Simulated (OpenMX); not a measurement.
The system is PtSe2 (Sudovikovite).

```xyz
3
Lattice="3.7240 0.0000 0.0000 -1.8620 3.2251 0.0000 0.0000 0.0000 5.0620" Properties=species:S:1:pos:R:3 pbc="T T T"
Pt    0.0000    0.0000    0.0000
Se    1.8620    1.0750    3.7965
Se    0.0000    2.1501    1.2655
```

Base run:

- Program: OpenMX 3.8.5
- Functional: PBE
- Potentials or basis: OpenMX 2013 PBE set, Pt7.0-s3p2d2f2, Se7.0-s3p2d2f1, grid cutoff 400 Ry
- k mesh: 9 × 9 × 5
- Occupations: fermi-dirac, width 0.05 eV
- Spin: no spin polarisation

Its results: pressure 7.4 GPa; largest force 0.718 eV/Å.

The run is repeated on the same cell with these changes: potentials or basis from OpenMX 2013 PBE set, Pt7.0-s3p2d2f2, Se7.0-s3p2d2f1, grid cutoff 400 Ry to OpenMX 2013 PBE set, Pt7.0-s3p2d2f1, Se7.0-s3p2d2, grid cutoff 400 Ry. What comes out?

Pressure 8.2 GPa; largest force 0.831 eV/Å.

Caveats: the basis of atomic orbitals isn't converged, which shifts pressures, moduli and gaps.

Not every run made on this cell is shown here.
